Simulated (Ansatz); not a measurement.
# CoPdO2 (R-3m) in Ansatz: a series of runs, part 2 of 2

Ansatz 0.2.0.

### Step 3. Band structure, LDA, collinear spin, ferromagnetic start

Input file input.yaml:

```yaml
crystal:
  lattice:
    - [1.4316899074, 0.8265865534, 5.9577715763]
    - [-1.4316899074, 0.8265865534, 5.9577715763]
    - [0.0, -1.6531731068, 5.9577715763]
  atoms:
    - { symbol: Pd, position: [0.0, 0.0, 0.0] }
    - { symbol: Co, position: [0.5, 0.5, 0.5], spin: 2.0 }
    - { symbol: O, position: [0.112476, 0.112476, 0.112476] }
    - { symbol: O, position: [0.887524, 0.887524, 0.887524] }
hamiltonian:
  xc: lda
  pseudopotentials: { kind: paw }
magnetization:
  spin_polarized: true
kpoints:
  mp_grid: { grid: [11, 11, 11] }
  band_path:
    path:
      - [[0.0, 0.0, 0.0], [0.5, 0.0, 0.0], [0.5, 0.1794993571, -0.1794993571]]
      - [[0.8205006429, 0.5, 0.1794993571], [0.5, 0.5, 0.5], [0.0, 0.0, 0.0], [0.3397496785, 0.0, -0.3397496785]]
      - [[0.6602503215, 0.3397496785, 0.0], [0.5, 0.5, 0.0], [0.6602503215, 0.6602503215, 0.1794993571], [0.5, 0.5, 0.5]]
      - [[0.5, 0.0, 0.0], [0.8205006429, 0.3397496785, 0.3397496785]]
    npoints: 14
scf:
  occupations: { method: fermi_dirac, width: 0.05 }
  n_extra_bands: 10
output:
  forces: true
  stress: true
  eigenvalues: true
  fatbands: true
```

Potentials or basis: Ansatz PAW.

Run with:

```console
$ ansatz run input.yaml --threads 2 --pin off --max-ram 5632MiB --backend cpu --events-out ev --progress --plain --runs-dir out
```

The log of the run:

```text
Warning: RAYON_NUM_THREADS=2 ignored (pool sized by the plan → 2); use --threads N
basis.fft_grid_basis auto: the FFT boxes are laid along the combinations [[1, 0, -1], [0, 1, -1], [0, 0, 1]] of the cell's own vectors, 2.863, 2.863 and 6.183 Å long. The dense box has 20×20×45 points. Along the cell's own vectors, as sized, it would have 45×45×45, 5.06 times as many. Of the 12 symmetry operations that the crystal satisfies within crystal.symmetry.tolerance (time reversal apart; of a slab, those that keep its plane) the dense box along the cell's own vectors carries 12, and the one as laid loses 8 of those. basis.fft_grid_basis: typed keeps the cell's own vectors: state it where this run's energies or levels are differenced outside the engine with another run's, or held beside a run that keeps those vectors.
scf.n_extra_bands = 10 over 24 filled bands (N_el = 47.0): the run solves 34 bands
Engine: ansatz 0.2.0, x86_64-unknown-linux-gnu
Pseudopotentials: kind: paw
Pseudopotential: Pd, paw, valence charge 18, recommended cutoff 420 eV (normal), Pd.paw.azcp
Pseudopotential: Co, paw, valence charge 17, recommended cutoff 420 eV (normal), Co.paw.azcp
Pseudopotential: O, paw, valence charge 6, recommended cutoff 420 eV (normal), O.paw.azcp
Functional definition: SPW92
  exchange = slater_x
  correlation = pw_c
Crystal: 4 atoms, lattice volume = 42.303 Å³
Basis set: ecut = 420 eV, 829 PW (Γ), FFT grids on a1−a3, a2−a3, a3
Bands: 34, of which v1, the nominal top of the filled ones, is band 24 counted from 1 (23 counted from 0)
Symmetry: 12 space group operations
Space group: R-3m (ITA 166), of the structure as read, at distance tolerance 3.5e-5 Å
Magnetic group: BNS 166.97 (UNI 1327), of the structure as read, at distance tolerance 3.5e-5 Å
k-points: 146 of 1331
Non-local potential: Pd, projectors of the file, l = 0: 2, l = 1: 2, l = 2: 2, l = 3: 1
Non-local potential: Co, projectors of the file, l = 0: 3, l = 1: 2, l = 2: 3, l = 3: 1
Non-local potential: O, projectors of the file, l = 0: 2, l = 1: 2, l = 2: 1
PAW form: soft (Blöchl's): semilocal exchange-correlation on the pseudo side does not see the compensation charge
PAW frozen core: Pd, regenerated for the run's functional, and the local potential with it (the file was generated under x = pbe(κ = 0.804, μ = 0.2195149727645171), c = pbe(β = 0.06672455060314922))
PAW frozen core: Co, regenerated for the run's functional, and the local potential with it (the file was generated under x = pbe(κ = 0.804, μ = 0.2195149727645171), c = pbe(β = 0.06672455060314922))
PAW frozen core: O, regenerated for the run's functional, and the local potential with it (the file was generated under x = pbe(κ = 0.804, μ = 0.2195149727645171), c = pbe(β = 0.06672455060314922))
PAW one-centre angular grid: Pd, 590 points (default); XC on 64 Gauss nodes
PAW one-centre angular grid: Co, 590 points (default); XC on 64 Gauss nodes
[... 22 lines left out ...]
SCF iter  14: F=—  HF=-13016.416879 eV  |F-HF|=—  |Δ(HF+E_count)|=   2.31e-8  Δρ=1.28e-5 (↑1.28e-5 ↓1.21e-5)  dr2=3.40e-7  dr2_m=2.78e-9  M=-0.000 μB ∫|m|=0.000 μB  β_m=0.63  ethr=2.05e-9  ⟨swp⟩=1.0  Hψ=9928  notcnv=0  defer=1209
SCF iter  15: F=—  HF=-13016.416879 eV  |F-HF|=—  |Δ(HF+E_count)|=   5.33e-9  Δρ=3.41e-6 (↑3.41e-6 ↓1.43e-6)  dr2=8.43e-9  dr2_m=5.01e-10  M=-0.000 μB ∫|m|=0.000 μB  β_m=0.58  ethr=7.23e-10  ⟨swp⟩=1.3  Hψ=10048  notcnv=0  defer=1209
SCF iter  16: F=—  HF=-13016.416879 eV  |F-HF|=—  |Δ(HF+E_count)|=   1.48e-9  Δρ=9.08e-7 (↑9.08e-7 ↓3.70e-7)  dr2=3.50e-10  dr2_m=9.93e-11  M=-0.000 μB ∫|m|=0.000 μB  β_m=0.62  ethr=1.79e-11  ⟨swp⟩=2.2  Hψ=11807  notcnv=0  defer=1209
SCF iter  17: F=-13016.416879 eV  HF=-13016.416879 eV  |F-HF|=6.46e-10  |Δ(HF+E_count)|=  8.73e-11  Δρ=6.69e-7 (↑5.56e-7 ↓6.69e-7)  dr2=7.43e-10  dr2_m=9.60e-12  M=-0.000 μB ∫|m|=0.000 μB  ethr=1.00e-12  ⟨swp⟩=6.9  Hψ=40662  notcnv=0
SCF 1 converged in 17 iterations: F = -13016.416879 eV  dr2 = 7.43e-10
WARN: the starting moments were not kept: the SCF closed with an absolute magnetisation of 2.4e-6 μB, where they sum to 2 μB in size (1 site). That is at most 0.1 of that sum. Measured as dr2_m measures the in/out step, that magnetisation stands 3.1e-12 eV from none, at or under the dr2_threshold of 1.0e-7 eV: it is no larger than a step whose dr2_m would equal this threshold. The system may hold no moment; this SCF shows only that its start led to no more than that. To try another start: raise the starting moments (crystal.atoms[].spin, magnetization.per_species, magnetization.initial_magnetization, or on a non-collinear deck that types none of these the spinor_matrix: blocks that start its atoms; where the total moment is fixed, keep their sum and leave initial_magnetization as it is; typed ones take the place of any that the run laid by itself, positive ones on a crystal's lanthanoids without a Hubbard term where scf.initial_density.shell_occupations: [] is typed) or, if the notice of its spin-set hold's release reads "site moments contracting" or "site moments show no strong build", lengthen the hold (scf.mixing.spin_hold: { on: { confirm: 4 } }; for m-r²SCAN on two components see the key's manual first). Each may lead to a state that holds a moment. A second SCF, from the converged charge density, with the starting moments and any scf.initial_density.shell_occupations laid on it anew, would have followed, and was not run: the deck does not ask for one (magnetization.retry_lost_moments is false, the default). To let it run, set magnetization.retry_lost_moments: true and run the deck again, where that key's refused combinations let it; where memory then withholds it, that run's warning says so.
NSCF: frozen V_eff on 130 k-points
SCF converged after 17 iterations
Magnetization: -0.0000 μB (23.5000 up, 23.5000 down)
Absolute magnetization: 0.0000 μB (∫|ρ↑−ρ↓|, with the PAW one-centre terms)
Spin contamination: 0.0000 ħ² per cell (⟨S²⟩ above its minimum at these occupations)
Per-site moments (μB) at R_I (Å): [(-5.6741642093143936e-8, 0.8292565658221992), (-7.001509778007347e-7, 0.7903550643110046), (5.926166238510278e-7, 0.7903550643110046), (5.92616623788003e-7, 0.7903550643110047)]
Free energy (F): -13016.416879 eV
Harris-Foulkes:  -13016.416879 eV  (|F-HF|=6.46e-10)
Internal energy: -13016.413801 eV  (E = F + TS)
E sigma→0 (E₀):  -13016.415340 eV
Entropy (-TS):   -0.003078 eV (-0.769 meV/atom)
Fermi energy:    13.749697 eV
--- Per-component energies (eV) ---
  E_band       = -527.591794
  E_kinetic    = 1307.305039
  E_local      = -6098.243428  (includes V_loc(G=0)·N_el)
  E_nonlocal   = 782.183118
  E_hartree    = 2482.764747
  E_xc         = -466.960324
  E_vxc        = -598.051725  (∫ρ·V_xc dr)
  E_paw        = -5365.129827  (= ΣΔE_a)
  E_vpaw       = -886.319945  (= ΣTr[D̂ρ^β])
  E_aug_tail   = 0.005003  (compensation charges beyond the density's cutoff)
  E_ewald      = -5659.630956
  E_core_change = 1.292827  (= ΣΔE_core)
  E_smearing   = -0.003078  (= −TS)
  E_closure    = -0.000000  (closes the sum)
  Σ components = -13016.416879   (vs F -13016.416879, Δ=0.00e0)
--- Forces (eV/Å), atoms counted from 1 ---
  atom   1  Pd     0.00000000     0.00000000     0.00000000
  atom   2  Co     0.00000000     0.00000000     0.00000000
  atom   3  O      0.00000000     0.00000000     0.33824740
  atom   4  O      0.00000000    -0.00000000    -0.33824740
  max |Σ_I F_I| component: 5.26e-31 eV/Å
--- Stress (GPa, compression-positive) ---
      -16.509007       0.000000       0.000000
        0.000000     -16.509007      -0.000000
        0.000000      -0.000000     -20.138422
  P = ⅓ Tr σ = -17.7188 GPa (-177.188 kbar)
--- Band table (eV; the first three rows and the last of 292) ---
  k-point 0 ↑: bands = ["-80.7782", "-70.3854", "-44.4685", "-44.4685", "-44.4068", "-36.5513", "-35.8623", "-35.8623", "-6.7312", "-4.8204", "5.3811", "7.8144", "7.8144", "8.8780", "9.9629", "11.0613", "11.0613", "11.4076", "11.4076", "12.2581", "12.2581", "12.4631", "12.4631", "12.9706", "15.8293", "15.8293", "16.6609", "20.0708", "22.8639", "25.7810", "30.9242", "31.1767", "31.1767", "32.6183"]
  k-point 1 ↑: bands = ["-80.7777", "-70.3837", "-44.4739", "-44.4698", "-44.4060", "-36.5493", "-35.8785", "-35.8664", "-6.6359", "-4.8143", "5.4854", "7.5893", "7.8620", "9.0297", "10.1633", "10.5944", "10.7775", "11.3406", "11.5654", "12.1396", "12.2604", "12.5577", "12.6845", "13.0027", "15.6274", "15.7550", "16.7990", "20.4774", "23.0830", "26.1399", "30.2342", "30.5720", "31.4411", "32.2684"]
  k-point 2 ↑: bands = ["-80.7763", "-70.3793", "-44.4884", "-44.4732", "-44.4037", "-36.5441", "-35.9216", "-35.8771", "-6.3682", "-4.8018", "5.7690", "7.1751", "7.9908", "9.0386", "9.9548", "10.2756", "10.4750", "11.2516", "11.8306", "11.9660", "12.2468", "12.6808", "13.0635", "13.1094", "15.2293", "15.5797", "17.0736", "21.4539", "23.6794", "27.0621", "28.6398", "29.0873", "31.4309", "32.0527"]
  k-point 145 ↓: bands = ["-80.7777", "-70.3837", "-44.4739", "-44.4698", "-44.4059", "-36.5494", "-35.8785", "-35.8663", "-6.4770", "-5.0679", "6.6749", "7.3763", "7.9650", "8.5754", "9.2466", "9.9949", "10.2931", "11.3290", "11.5589", "12.3406", "12.4105", "13.0102", "13.1945", "13.5035", "15.2973", "15.4713", "17.8725", "19.3960", "23.2572", "25.9117", "29.9836", "31.7403", "31.9836", "32.1802"]
```

Run time: 54 s. Hardware: 2 threads of Intel Xeon at 2.50GHz (Skylake/Cascade Lake), shared host; peak memory 0.59 GiB.

What came out:

- Free energy: -13016.4169 eV
- Pressure: -17.7 GPa
- Largest force: 0.338 eV/Å
- Band gap on the k mesh: none (metal or under the smearing width)
- Net moment: 0.00 μB per cell
- Absolute moment: 0.00 μB per cell

Forces in eV/Å, atoms in the order of the input:
```
Pd   0.000  0.000  0.000
Co   0.000  0.000  0.000
O    0.000  0.000  0.338
O    0.000  0.000 -0.338
```

Stress tensor (GPa, compression positive):
```
-16.51   0.00   0.00
  0.00 -16.51   0.00
  0.00   0.00 -20.14
```

Levels at the corners of the path, in eV from the Fermi level:
Spin up:
```csv
point,band 19,band 20,band 21,band 22,band 23,band 24,band 25,band 26,band 27,band 28
Γ,-2.34,-1.49,-1.49,-1.29,-1.29,-0.78,2.08,2.08,2.91,6.32
L,-1.35,-1.16,-0.79,-0.53,-0.20,0.87,1.30,1.64,3.50,8.12
B1,-2.18,-1.77,-1.03,-0.95,-0.49,0.55,1.30,1.70,7.06,8.02
B,-2.18,-1.77,-1.03,-0.95,-0.49,0.55,1.30,1.70,7.06,8.02
Z,-2.33,-1.38,-1.38,-0.62,-0.62,-0.32,1.77,1.77,4.09,5.20
Γ,-2.34,-1.49,-1.49,-1.29,-1.29,-0.78,2.08,2.08,2.91,6.32
X,-2.20,-1.78,-1.04,-0.95,-0.47,0.53,1.32,1.67,7.34,7.77
Q,-2.20,-1.78,-1.04,-0.95,-0.47,0.53,1.32,1.67,7.34,7.77
F,-1.64,-1.33,-0.78,-0.61,-0.20,0.20,1.96,2.07,3.52,8.83
P1,-1.50,-1.32,-0.78,-0.61,-0.21,0.30,1.87,1.93,3.48,8.67
Z,-2.33,-1.38,-1.38,-0.62,-0.62,-0.32,1.77,1.77,4.09,5.20
L,-1.35,-1.16,-0.79,-0.53,-0.20,0.87,1.30,1.64,3.50,8.12
P,-1.50,-1.32,-0.78,-0.61,-0.21,0.30,1.87,1.93,3.48,8.67
```
Spin down:
| point | band 21 | band 22 | band 23 | band 24 | band 25 | band 26 |
| --- | --- | --- | --- | --- | --- | --- |
| Γ | -1.49 | -1.29 | -1.29 | -0.78 | 2.08 | 2.08 |
| L | -0.79 | -0.53 | -0.20 | 0.87 | 1.30 | 1.64 |
| B1 | -1.03 | -0.95 | -0.49 | 0.55 | 1.30 | 1.70 |
| B | -1.03 | -0.95 | -0.49 | 0.55 | 1.30 | 1.70 |
| Z | -1.38 | -0.62 | -0.62 | -0.32 | 1.77 | 1.77 |
| Γ | -1.49 | -1.29 | -1.29 | -0.78 | 2.08 | 2.08 |
| X | -1.04 | -0.95 | -0.47 | 0.53 | 1.32 | 1.67 |
| Q | -1.04 | -0.95 | -0.47 | 0.53 | 1.32 | 1.67 |
| F | -0.78 | -0.61 | -0.20 | 0.20 | 1.96 | 2.07 |
| P1 | -0.78 | -0.61 | -0.21 | 0.30 | 1.87 | 1.93 |
| Z | -1.38 | -0.62 | -0.62 | -0.32 | 1.77 | 1.77 |
| L | -0.79 | -0.53 | -0.20 | 0.87 | 1.30 | 1.64 |
| P | -0.78 | -0.61 | -0.21 | 0.30 | 1.87 | 1.93 |

Caveat: the starting moments collapsed, and a magnetic state may lie lower; so large a pressure means that the cell lies far from this level's equilibrium, or that cutoff or potentials fall short; the pressure holds a Pulay correction of +0.9 GPa for the finite cutoff; semilocal functionals often make such compounds metallic where correlation or magnetic order opens a gap, which also shifts bond lengths; the PAW data sets come from PBE, with cores solved anew for the run's functional, which leaves a small shift of forces and pressure; the starting moments weren't kept.

### Step 4. Elastic constants, PBEsol, collinear spin, ferromagnetic start

Input file input.yaml:

```yaml
crystal:
  lattice:
    - [1.4316899074, 0.8265865534, 5.9577715763]
    - [-1.4316899074, 0.8265865534, 5.9577715763]
    - [0.0, -1.6531731068, 5.9577715763]
  atoms:
    - { symbol: Pd, position: [0.0, 0.0, 0.0] }
    - { symbol: Co, position: [0.5, 0.5, 0.5], spin: 2.0 }
    - { symbol: O, position: [0.112476, 0.112476, 0.112476] }
    - { symbol: O, position: [0.887524, 0.887524, 0.887524] }
hamiltonian:
  xc: pbesol
  pseudopotentials: { kind: paw }
magnetization:
  spin_polarized: true
kpoints:
  mp_grid: { grid: [8, 8, 8] }
scf:
  occupations: { method: fermi_dirac, width: 0.05 }
output:
  forces: true
  stress: true
elastic:
  mode: relaxed_ion
  stencil: two_point
```

Run with:

```console
$ ansatz run input.yaml --threads 2 --pin off --max-ram 5632MiB --backend cpu --events-out ev --progress --plain --runs-dir out
```

Run time: 4 min. Hardware: 2 threads of Intel Xeon at 2.50GHz (Skylake/Cascade Lake), shared host; peak memory 0.71 GiB.

The run converged. Its results:

```
Free energy            : -13119.7645 eV
Pressure               : -9.8 GPa
Band gap on the k mesh : none (metal or under the smearing width)
Net moment             : 0.00 μB per cell
Absolute moment        : 0.00 μB per cell
Voigt bulk modulus     : 188 GPa
```

Stress tensor (GPa, compression positive):
```
 -8.99   0.00   0.00
  0.00  -8.99   0.00
  0.00   0.00 -11.52
```

Levels at points of the mesh, in eV from the Fermi level:
Spin up:
```csv
k point,band 22,band 23,band 24,band 25,band 26,band 27
"(0.00, 0.00, 0.00)",-1.24,-1.24,-0.74,2.21,2.21,2.88
"(0.00, 0.00, -0.50)",-0.55,-0.15,0.90,1.40,1.78,3.54
"(0.00, -0.50, -0.50)",-0.63,-0.15,0.27,2.08,2.14,3.56
"(-0.50, -0.50, -0.50)",-0.59,-0.59,-0.28,1.92,1.92,4.06
```
Spin down:
```
              k point  band 22  band 23  band 24  band 25  band 26  band 27
   (0.00, 0.00, 0.00)    -1.24    -1.24    -0.74     2.21     2.21     2.88
  (0.00, 0.00, -0.50)    -0.55    -0.15     0.90     1.40     1.78     3.54
 (0.00, -0.50, -0.50)    -0.63    -0.15     0.27     2.08     2.14     3.56
(-0.50, -0.50, -0.50)    -0.59    -0.59    -0.28     1.92     1.92     4.06
```

Elastic tensor in Voigt notation (GPa, in the Cartesian axes of the cell as first typed):
```
278 105 120  -4   0   0
105 278 120   4   0   0
118 118 450   0   0   0
 -4   4   0  64   0   0
  0   0   0   0  64  -4
  0   0   0   0  -4  87
```

Caveat: the cell is more than 3 GPa from zero pressure, which shifts response properties; the starting moments collapsed, and a magnetic state may lie lower; elastic constants of metals need much finer meshes, so these are rough; the pressure holds a Pulay correction of +0.7 GPa for the finite cutoff; semilocal functionals often make such compounds metallic where correlation or magnetic order opens a gap, which also shifts bond lengths; the PAW data sets come from PBE, with cores solved anew for the run's functional, which leaves a small shift of forces and pressure.

### Step 5. Band structure, revPBE, collinear spin, ferromagnetic start

input.yaml, as its differences from that of step 4:

```diff
@@ -11,3 +11,3 @@
 hamiltonian:
-  xc: pbesol
+  xc: revpbe
   pseudopotentials: { kind: paw }
@@ -16,5 +16,13 @@
 kpoints:
-  mp_grid: { grid: [8, 8, 8] }
+  mp_grid: { grid: [11, 11, 11] }
+  band_path:
+    path:
+      - [[0.0, 0.0, 0.0], [0.5, 0.0, 0.0], [0.5, 0.1794993571, -0.1794993571]]
+      - [[0.8205006429, 0.5, 0.1794993571], [0.5, 0.5, 0.5], [0.0, 0.0, 0.0], [0.3397496785, 0.0, -0.3397496785]]
+      - [[0.6602503215, 0.3397496785, 0.0], [0.5, 0.5, 0.0], [0.6602503215, 0.6602503215, 0.1794993571], [0.5, 0.5, 0.5]]
+      - [[0.5, 0.0, 0.0], [0.8205006429, 0.3397496785, 0.3397496785]]
+    npoints: 14
 scf:
   occupations: { method: fermi_dirac, width: 0.05 }
+  n_extra_bands: 10
 output:
@@ -22,4 +30,3 @@
   stress: true
-elastic:
-  mode: relaxed_ion
-  stencil: two_point
+  eigenvalues: true
+  fatbands: true
```

Run with:

```console
$ ansatz run input.yaml --threads 2 --pin off --max-ram 5632MiB --backend cpu --events-out ev --progress --plain --runs-dir out
```

It took 54 s on 2 threads of Intel Xeon at 2.50GHz (Skylake/Cascade Lake), shared host; peak memory 0.6 GiB.

The run converged. Its results:

- Free energy: -13243.7082 eV
- Pressure: 3.1 GPa
- Largest force: 0.097 eV/Å
- Band gap on the k mesh: none (metal or under the smearing width)
- Net moment: 0.00 μB per cell
- Absolute moment: 0.00 μB per cell

Forces on the atoms (eV/Å):
```
Pd   0.000  0.000  0.000
Co   0.000  0.000  0.000
O    0.000  0.000  0.097
O    0.000  0.000 -0.097
```

Stress tensor (GPa, compression positive):
```
2.95 0.00 0.00
0.00 2.95 0.00
0.00 0.00 3.45
```

Levels at the corners of the path, in eV from the Fermi level:
Spin up:
```tsv
point	band 20	band 21	band 22	band 23	band 24	band 25	band 26	band 27
Γ	-1.54	-1.54	-1.29	-1.29	-0.84	2.18	2.18	2.99
L	-1.18	-0.88	-0.63	-0.23	0.91	1.42	1.77	3.67
B1	-1.77	-1.13	-0.97	-0.57	0.58	1.44	1.82	7.22
B	-1.77	-1.13	-0.97	-0.57	0.58	1.44	1.82	7.22
Z	-1.42	-1.42	-0.64	-0.64	-0.40	1.89	1.89	4.21
Γ	-1.54	-1.54	-1.29	-1.29	-0.84	2.18	2.18	2.99
X	-1.78	-1.13	-0.98	-0.55	0.56	1.46	1.80	7.50
Q	-1.78	-1.13	-0.98	-0.55	0.56	1.46	1.80	7.50
F	-1.38	-0.87	-0.68	-0.23	0.28	2.07	2.16	3.69
P1	-1.36	-0.87	-0.68	-0.24	0.38	1.99	2.02	3.65
Z	-1.42	-1.42	-0.64	-0.64	-0.40	1.89	1.89	4.21
L	-1.18	-0.88	-0.63	-0.23	0.91	1.42	1.77	3.67
P	-1.36	-0.87	-0.68	-0.24	0.38	1.99	2.02	3.65
```
Spin down:
| point | band 20 | band 21 | band 22 | band 23 | band 24 | band 25 | band 26 | band 27 |
| --- | --- | --- | --- | --- | --- | --- | --- | --- |
| Γ | -1.54 | -1.54 | -1.29 | -1.29 | -0.84 | 2.18 | 2.18 | 2.99 |
| L | -1.18 | -0.88 | -0.63 | -0.23 | 0.91 | 1.42 | 1.77 | 3.67 |
| B1 | -1.77 | -1.13 | -0.97 | -0.57 | 0.58 | 1.44 | 1.82 | 7.22 |
| B | -1.77 | -1.13 | -0.97 | -0.57 | 0.58 | 1.44 | 1.82 | 7.22 |
| Z | -1.42 | -1.42 | -0.64 | -0.64 | -0.40 | 1.89 | 1.89 | 4.21 |
| Γ | -1.54 | -1.54 | -1.29 | -1.29 | -0.84 | 2.18 | 2.18 | 2.99 |
| X | -1.78 | -1.13 | -0.98 | -0.55 | 0.56 | 1.46 | 1.80 | 7.50 |
| Q | -1.78 | -1.13 | -0.98 | -0.55 | 0.56 | 1.46 | 1.80 | 7.50 |
| F | -1.38 | -0.87 | -0.68 | -0.23 | 0.28 | 2.07 | 2.16 | 3.69 |
| P1 | -1.36 | -0.87 | -0.68 | -0.24 | 0.38 | 1.99 | 2.02 | 3.65 |
| Z | -1.42 | -1.42 | -0.64 | -0.64 | -0.40 | 1.89 | 1.89 | 4.21 |
| L | -1.18 | -0.88 | -0.63 | -0.23 | 0.91 | 1.42 | 1.77 | 3.67 |
| P | -1.36 | -0.87 | -0.68 | -0.24 | 0.38 | 1.99 | 2.02 | 3.65 |

Caveat: the starting moments collapsed, and a magnetic state may lie lower; the pressure holds a Pulay correction of +0.6 GPa for the finite cutoff; semilocal functionals often make such compounds metallic where correlation or magnetic order opens a gap, which also shifts bond lengths; the PAW data sets come from PBE, with cores solved anew for the run's functional, which leaves a small shift of forces and pressure; the starting moments weren't kept.
